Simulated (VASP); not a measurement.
## Input and output of a VASP r²SCAN single-point calculation on RbBr (strained CsCl)

INCAR

```
LCHARG = .FALSE.
NSW = 0
ALGO = Normal
NBANDS = 15
ISIF = 2
LASPH = .TRUE.
IBRION = -1
NELM = 120
SIGMA = 0.01
LWAVE = .FALSE.
METAGGA = R2SCAN
LREAL = .FALSE.
ISMEAR = 0
ENCUT = 520
EDIFF = 1E-7
PREC = Accurate
```

KPOINTS

```
KPOINTS created by Atomic Simulation Environment
0
Gamma
6 6 6
0 0 0
```

KPOINTS_OPT

```
special points
5
Reciprocal
0.0000000000 0.0000000000 0.0000000000 1
0.0000000000 0.5000000000 0.0000000000 1
0.5000000000 0.5000000000 0.0000000000 1
0.5000000000 0.5000000000 0.5000000000 1
0.0000000000 0.5000000000 0.5000000000 1
```

POSCAR

```
Rb Br
 1.0000000000000000
     4.2219958348000004   -0.1115015399000000   -0.1115015399000000
    -0.1115015399000000    4.2219958348000004   -0.1115015399000000
    -0.1115015399000000   -0.1115015399000000    4.2219958348000004
 Rb  Br
   1   1
Cartesian
  0.0000000000000000  0.0000000000000000  0.0000000000000000
  1.9994963775000003  1.9994963775000003  1.9994963775000003
```

VASP ran with the recommended PBE PAW datasets (16 valence electrons in the cell).

Command

```
mpirun -np 1 vasp_std
```

From OUTCAR

```
k-points           NKPTS =     32   k-points in BZ     NKDIM =     32   number of bands    NBANDS=     15

   NELECT =      16.0000    total number of electrons

   dimension x,y,z NGX =    32 NGY =   32 NGZ =   32
   dimension x,y,z NGXF=    64 NGYF=   64 NGZF=   64

  energy-cutoff  :      520.00
  volume of cell :       75.10
      direct lattice vectors                 reciprocal lattice vectors
     4.221995835 -0.111501540 -0.111501540     0.237194653  0.006434158  0.006434158
    -0.111501540  4.221995835 -0.111501540     0.006434158  0.237194653  0.006434158
    -0.111501540 -0.111501540  4.221995835     0.006434158  0.006434158  0.237194653

 k-points in reciprocal lattice and weights: KPOINTS created by Atomic Simulation Env
   0.00000000  0.00000000  0.00000000       0.005
   0.16666667  0.00000000  0.00000000       0.028
   0.33333333  0.00000000  0.00000000       0.028
   0.50000000  0.00000000  0.00000000       0.014
   0.16666667  0.16666667  0.00000000       0.028
   0.33333333  0.16666667  0.00000000       0.056
   0.50000000  0.16666667 -0.00000000       0.056
  -0.33333333  0.16666667 -0.00000000       0.056
   ...

 E-fermi :  -1.3179

 k-point     1 :       0.0000    0.0000    0.0000
  band No.  band energies     occupation
      1     -27.3314      2.00000
      2     -14.3138      2.00000
      3     -10.7863      2.00000
      4     -10.7823      2.00000
      5     -10.7823      2.00000
      6      -1.5370      2.00000
      7      -1.4987      2.00000
      8      -1.4987      2.00000
      9       3.2289      0.00000
     10       4.8448      0.00000
     11       4.8448      0.00000
     12       8.9185      0.00000
     13       9.2212      0.00000
     14       9.2212      0.00000
     15      11.9491      0.00000

 k-point     2 :       0.1667    0.0000    0.0000
  band No.  band energies     occupation
      1     -27.3276      2.00000
      2     -14.3114      2.00000
      3     -10.8145      2.00000
      4     -10.7746      2.00000
      5     -10.7712      2.00000
      6      -1.9380      2.00000
      7      -1.5526      2.00000
      8      -1.4973      2.00000
      9       3.8283      0.00000
     10       5.0518      0.00000
     11       5.3841      0.00000
     12       8.9814      0.00000
     13       8.9825      0.00000
     14       9.3165      0.00000
     15      10.7041      0.00000

 k-point     3 :       0.3333    0.0000    0.0000
  band No.  band energies     occupation
      1     -27.3199      2.00000
      2     -14.3079      2.00000
      3     -10.8725      2.00000
      4     -10.7590      2.00000
      5     -10.7413      2.00000
      6      -2.6109      2.00000
      7      -1.6130      2.00000
      8      -1.4954      2.00000
      9       5.0917      0.00000
     10       5.6219      0.00000
     11       6.4287      0.00000
     12       8.6048      0.00000
     13       9.1064      0.00000
     14       9.1337      0.00000
     15       9.7031      0.00000

 k-point     4 :       0.5000    0.0000    0.0000
  band No.  band energies     occupation
      1     -27.3161      2.00000
      2     -14.3068      2.00000
      3     -10.8990      2.00000
      4     -10.7512      2.00000
      5     -10.7259      2.00000
      6      -2.8949      2.00000
      7      -1.6433      2.00000
      8      -1.4949      2.00000
      9       6.1006      0.00000
     10       6.1166      0.00000
     11       6.5885      0.00000
     12       7.9851      0.00000
     13       8.7915      0.00000
     14       9.3410      0.00000
     15      10.0910      0.00000

 k-point     5 :       0.1667    0.1667    0.0000
  band No.  band energies     occupation
      1     -27.3237      2.00000
      2     -14.3085      2.00000
      3     -10.8482      2.00000
      4     -10.7800      2.00000
      5     -10.7441      2.00000
      6      -2.0627      2.00000
      7      -1.7825      2.00000
      8      -1.5321      2.00000
      9       4.3006      0.00000
     10       5.4347      0.00000
     11       5.7785      0.00000
     12       8.5863      0.00000
     13       8.9306      0.00000
     14       9.6901      0.00000
     15      10.7070      0.00000

 k-point     6 :       0.3333    0.1667    0.0000
  band No.  band energies     occupation
      1     -27.3162      2.00000
      2     -14.2876      2.00000
      3     -10.9088      2.00000
      4     -10.7892      2.00000
      5     -10.7326      2.00000
      6      -2.5438      2.00000
      7      -1.8354      2.00000
      8      -1.5250      2.00000
      9       5.2223      0.00000
     10       5.8619      0.00000
     11       6.7411      0.00000
     12       8.2561      0.00000
     13       8.4180      0.00000
     14       9.3919      0.00000
     15       9.9653      0.00000

 k-point     7 :       0.5000    0.1667   -0.0000
  band No.  band energies     occupation
      1     -27.3126      2.00000
      2     -14.2694      2.00000
      3     -10.9297      2.00000
      4     -10.8132      2.00000
      5     -10.7348      2.00000
      6      -2.7598      2.00000
      7      -1.7990      2.00000
      8      -1.5107      2.00000
      9       5.7852      0.00000
     10       6.0735      0.00000
     11       6.8368      0.00000
     12       8.0716      0.00000
     13       8.4509      0.00000
     14       8.7485      0.00000
     15       9.7705      0.00000

 k-point     8 :      -0.3333    0.1667   -0.0000
  band No.  band energies     occupation
      1     -27.3164      2.00000
      2     -14.2712      2.00000
      3     -10.8985      2.00000
      4     -10.8230      2.00000
      5     -10.7491      2.00000
      6      -2.4927      2.00000
      7      -1.7827      2.00000
      8      -1.5045      2.00000
      9       5.2324      0.00000
     10       5.6637      0.00000
     11       6.6400      0.00000
     12       8.0219      0.00000
     13       8.3860      0.00000
     14       9.0998      0.00000
     15       9.6973      0.00000

 k-point     9 :      -0.1667    0.1667    0.0000
  band No.  band energies     occupation
      1     -27.3239      2.00000
      2     -14.2923      2.00000
      3     -10.8432      2.00000
      4     -10.8009      2.00000
      5     -10.7674      2.00000
      6      -1.9801      2.00000
      7      -1.7579      2.00000
      8      -1.5087      2.00000
      9       4.2798      0.00000
     10       5.2866      0.00000
     11       5.7120      0.00000
     12       8.3929      0.00000
     13       8.5224      0.00000
     14       9.6022      0.00000
     15      10.5557      0.00000

 k-point    10 :       0.3333    0.3333    0.0000
  band No.  band energies     occupation
      1     -27.3091      2.00000
      2     -14.2298      2.00000
      3     -10.9786      2.00000
      4     -10.8756      2.00000
      5     -10.7293      2.00000
      6      -2.3944      2.00000
      7      -2.2140      2.00000
      8      -1.4680      2.00000
      9       5.1276      0.00000
     10       5.8191      0.00000
     11       7.6144      0.00000
     12       7.8590      0.00000
     13       8.1949      0.00000
     14       8.7178      0.00000
     15      10.2988      0.00000

 k-point    11 :       0.5000    0.3333    0.0000
  band No.  band energies     occupation
      1     -27.3056      2.00000
      2     -14.1913      2.00000
      3     -11.0001      2.00000
      4     -10.9514      2.00000
      5     -10.7283      2.00000
      6      -2.4844      2.00000
      7      -2.1658      2.00000
      8      -1.4202      2.00000
      9       4.9234      0.00000
     10       5.6813      0.00000
     11       7.5600      0.00000
     12       7.7196      0.00000
     13       8.1937      0.00000
     14       9.1671      0.00000
     15      10.6347      0.00000

 k-point    12 :      -0.3333    0.3333    0.0000
  band No.  band energies     occupation
      1     -27.3093      2.00000
      2     -14.2124      2.00000
      3     -10.9576      2.00000
      4     -10.9294      2.00000
      5     -10.7374      2.00000
      6      -2.3803      2.00000
      7      -2.1304      2.00000
      8      -1.4392      2.00000
      9       5.0527      0.00000
     10       5.6764      0.00000
     11       7.6421      0.00000
     12       7.7488      0.00000
     13       8.1982      0.00000
     14       8.2389      0.00000
     15       9.8943      0.00000

 k-point    13 :       0.5000    0.5000    0.0000
  band No.  band energies     occupation
      1     -27.3021      2.00000
      2     -14.1504      2.00000
      3     -11.0432      2.00000
      4     -11.0137      2.00000
      5     -10.7237      2.00000
      6      -2.3865      2.00000
      7      -2.2855      2.00000
      8      -1.3677      2.00000
      9       4.5381      0.00000
     10       5.4743      0.00000
     11       7.2378      0.00000
     12       7.3661      0.00000
     13       9.5067      0.00000
     14       9.8872      0.00000
     15      10.7306      0.00000

 ...

  Total       -0.3537015     -0.3537015     -0.3537015      0.1842896      0.1842896      0.1842896
  in kB       -7.5460529     -7.5460529     -7.5460529      3.9317305      3.9317305      3.9317305
  external PRESSURE =      -7.5460529 kB  Pullay stress =       0.0000000 kB

 POSITION                                       TOTAL-FORCE (eV/Angst)
 -----------------------------------------------------------------------------------
      0.00000      0.00000      0.00000         0.000000      0.000000      0.000000
      1.99950      1.99950      1.99950        -0.000000     -0.000000      0.000000
 -----------------------------------------------------------------------------------
    total drift:                                0.000000      0.000000     -0.000000

  FREE ENERGIE OF THE ION-ELECTRON SYSTEM (eV)
  ---------------------------------------------------
  free  energy   TOTEN  =       -31.0833324780 eV

  energy  without entropy=      -31.0833324780  energy(sigma->0) =      -31.08333248
```

```json
{
  "gap between bands v and c": "4.60 eV",
  "least direct gap": "4.73 eV",
  "pressure": "-0.8 GPa"
}
```

Band v is the last that the valence electrons fill when counted band by band, and c is the next.

The run took about 37 s on one core of a shared host (Intel Xeon 6975P-C) and held 0.2 GiB at most.
